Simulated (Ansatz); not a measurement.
The system is NiO.

```
Ni O
1.0
     0.00000    2.08590    2.08590
     2.08590    0.00000    2.08590
     2.08590    2.08590    0.00000
Ni O
1 1
Direct
  0.00000 0.00000 0.00000
  0.50000 0.50000 0.50000
```

Below is the output of Ansatz 0.2.0 for this cell. Logs are shortened: lines on timing, memory, paths and dates and some standing lists are left out, and cuts for length are marked.

```text
Warning: RAYON_NUM_THREADS=2 ignored (pool sized by the plan → 2); use --threads N
scf.n_extra_bands = 6 over 12 filled bands (N_el = 24.0): the run solves 18 bands
Engine: ansatz 0.2.0, aarch64-unknown-linux-gnu
Pseudopotentials: kind: paw
Pseudopotential: Ni, paw, valence charge 18, recommended cutoff 420 eV (normal), Ni.paw.azcp
Pseudopotential: O, paw, valence charge 6, recommended cutoff 420 eV (normal), O.paw.azcp
Functional definition: PBE
  parameter kappa = 0.804
  parameter beta = 0.06672455060314922
  exchange = pbe_x(kappa = kappa, mu = beta*pi^2/3)
  correlation = pbe_c(beta = beta)
Crystal: 2 atoms, lattice volume = 18.151 Å³
Basis set: ecut = 420 eV, 339 PW (Γ), exchange–correlation on 40×40×40 points (8 copies of the dense FFT grid, shifted against one another)
Bands: 18, of which v1, the nominal top of the filled ones, is band 12 counted from 1 (11 counted from 0)
Symmetry: 48 space group operations
Space group: Fm-3m (ITA 225), of the structure as read, at distance tolerance 2.6e-5 Å
Magnetic group: BNS 225.116 (UNI 1618), of the structure as read, at distance tolerance 2.6e-5 Å
k-points: 56 of 1331
Non-local potential: Ni, projectors of the file, l = 0: 3, l = 1: 2, l = 2: 3, l = 3: 1
Non-local potential: O, projectors of the file, l = 0: 2, l = 1: 2, l = 2: 1
PAW form: soft (Blöchl's): semilocal exchange-correlation on the pseudo side does not see the compensation charge
PAW one-centre angular grid: Ni, 590 points (default); XC on 64 Gauss nodes
PAW one-centre angular grid: O, 110 points (default); XC on 64 Gauss nodes
Initial density: superposition of atomic densities (chi_scale 0.1, normalization cell, long waves kept (reshape's long-wave potential 0.00 eV rms))
Starting moments: Σ|m| = 1 μB on 1 of 2 sites
Initial wavefunctions: pseudopotential atomic-orbital guess
Functional: x = pbe(κ = 0.804, μ = 0.2195149727645171), c = pbe(β = 0.06672455060314922)
Partial waves of O: polarizable
Partial waves of Ni: polarizable
SCF iter   1: F=—  HF=-6404.574293 eV  |F-HF|=—  |Δ(HF+E_count)|=         —  Δρ=2.06e-1 (↑7.09e-2 ↓2.06e-1)  dr2=8.80e0  dr2_m=1.09e0  M=0.261 μB ∫|m|=0.261 μB  β_m=0.30  ethr=3.10e-3  ⟨swp⟩=5.7  Hψ=8869  notcnv=0
[... 16 lines left out ...]
SCF iter  14: F=—  HF=-6405.687726 eV  |F-HF|=—  |Δ(HF+E_count)|=   1.02e-7  Δρ=7.38e-6 (↑6.57e-6 ↓7.38e-6)  dr2=6.26e-11  dr2_m=8.08e-9  M=1.771 μB ∫|m|=1.778 μB  β_m=0.84  ethr=1.72e-9  ⟨swp⟩=2.1  Hψ=3012  notcnv=0  defer=112
SCF iter  15: F=-6405.687726 eV  HF=-6405.687726 eV  |F-HF|=5.12e-9  |Δ(HF+E_count)|=   1.12e-9  Δρ=5.73e-6 (↑1.95e-6 ↓5.73e-6)  dr2=5.77e-9  dr2_m=1.51e-9  M=1.771 μB ∫|m|=1.778 μB  ethr=1.00e-12  ⟨swp⟩=6.4  Hψ=8274  notcnv=0
SCF 1 converged in 15 iterations: F = -6405.687726 eV  dr2 = 5.77e-9
  greatest PAW one-centre occupation: 1.002 electrons in one spin orbital (limit 2), on the Ni atom at site 0 (counted from 0), in its partial waves of l = 1
NSCF: frozen V_eff on 142 k-points
SCF converged after 15 iterations
Magnetization: 1.7707 μB (12.8854 up, 11.1146 down)
Absolute magnetization: 1.7774 μB (∫|ρ↑−ρ↓|, with the PAW one-centre terms)
Spin contamination: 0.0064 ħ² per cell (⟨S²⟩ above its minimum at these occupations)
Per-site moments (μB) at R_I (Å): [(1.4298206786455567, 0.8604344270775), (0.2839150880503554, 0.8604344270775)]
Free energy (F): -6405.687726 eV
Harris-Foulkes:  -6405.687726 eV  (|F-HF|=5.12e-9)
Internal energy: -6405.678404 eV  (E = F + TS)
E sigma→0 (E₀):  -6405.683065 eV
Entropy (-TS):   -0.009322 eV (-4.661 meV/atom)
Fermi energy:    14.518701 eV
--- Per-component energies (eV) ---
  E_band       = -325.545408
  E_kinetic    = 452.112283
  E_local      = -3992.451373  (includes V_loc(G=0)·N_el)
  E_nonlocal   = 692.743270
  E_hartree    = 1644.885601
  E_xc         = -156.072911
  E_vxc        = -200.218533  (∫ρ·V_xc dr)
  E_paw        = -1792.099496  (= ΣΔE_a)
  E_vpaw       = -567.501832  (= ΣTr[D̂ρ^β])
  E_aug_tail   = 0.003133  (compensation charges beyond the density's cutoff)
  E_ewald      = -3254.798910
  E_smearing   = -0.009322  (= −TS)
  E_closure    = 0.000000  (closes the sum)
  Σ components = -6405.687726   (vs F -6405.687726, Δ=0.00e0)
--- Forces (eV/Å), atoms counted from 1 ---
  atom   1  Ni    -0.00000000     0.00000000     0.00000000
  atom   2  O      0.00000000    -0.00000000    -0.00000000
  max |Σ_I F_I| component: 1.68e-29 eV/Å
--- Stress (GPa, compression-positive) ---
        6.186565       0.000000       0.000000
        0.000000       6.186565      -0.000000
       -0.000000      -0.000000       6.186565
  P = ⅓ Tr σ = 6.1866 GPa (61.866 kbar)
--- Band table (eV; the first three rows and the last of 112) ---
  k-point 0 ↑: bands = ["-89.9129", "-50.2910", "-50.2910", "-50.2910", "-5.9177", "11.3243", "11.3243", "11.4801", "11.4801", "11.4801", "11.8485", "11.8485", "11.8485", "16.0005", "32.2634", "33.3432", "33.3432", "33.3432"]
  k-point 1 ↑: bands = ["-89.9127", "-50.2935", "-50.2913", "-50.2913", "-5.8227", "10.5708", "10.5708", "10.6457", "11.8280", "11.8280", "12.1352", "12.3424", "12.3424", "16.5859", "30.4336", "33.0463", "33.0463", "34.2593"]
  k-point 2 ↑: bands = ["-89.9121", "-50.3001", "-50.2923", "-50.2923", "-5.5570", "9.3018", "9.8201", "9.8201", "11.9942", "11.9942", "12.3633", "13.1684", "13.1684", "17.8037", "28.1432", "31.8998", "31.8998", "34.6450"]
  k-point 55 ↓: bands = ["-88.0612", "-48.5112", "-48.5096", "-48.5005", "-3.8555", "8.5679", "8.6187", "9.4788", "13.3044", "13.4962", "13.7788", "14.8754", "15.6086", "23.4881", "25.2458", "25.4195", "28.6508", "36.0272"]
```

What input gives this log?

Band structure with PBE, collinear spin, ferromagnetic start. The files as run (others can give the same):

input.yaml
```yaml
crystal:
  lattice:
    - [0.0, 2.0859016414, 2.0859016414]
    - [2.0859016414, 0.0, 2.0859016414]
    - [2.0859016414, 2.0859016414, 0.0]
  atoms:
    - { symbol: Ni, position: [0.0, 0.0, 0.0], spin: 1.0 }
    - { symbol: O, position: [0.5, 0.5, 0.5] }
hamiltonian:
  xc: pbe
  pseudopotentials: { kind: paw, partial_waves: polarizable }
magnetization:
  spin_polarized: true
kpoints:
  mp_grid: { grid: [11, 11, 11] }
  band_path:
    path:
      - [[0.0, 0.0, 0.0], [0.5, 0.0, 0.5], [0.5, 0.25, 0.75], [0.375, 0.375, 0.75], [0.0, 0.0, 0.0], [0.5, 0.5, 0.5], [0.625, 0.25, 0.625], [0.5, 0.25, 0.75], [0.5, 0.5, 0.5], [0.375, 0.375, 0.75]]
      - [[0.625, 0.25, 0.625], [0.5, 0.0, 0.5]]
    npoints: 14
scf:
  occupations: { method: fermi_dirac, width: 0.05 }
  n_extra_bands: 6
output:
  forces: true
  stress: true
  eigenvalues: true
  fatbands: false
```

Potentials or basis: Ansatz PAW polarizable.
Launch:
```bash
$ ansatz run input.yaml --threads 2 --pin off --max-ram 5120MiB --backend cpu --events-out ev --progress --plain --runs-dir out
```

Caveat: the pressure holds a Pulay correction of +0.7 GPa for the finite cutoff; a cell with one magnetic atom can't hold antiferromagnetic order, which such compounds often take; semilocal functionals often make such compounds metallic where correlation or magnetic order opens a gap, which also shifts bond lengths.
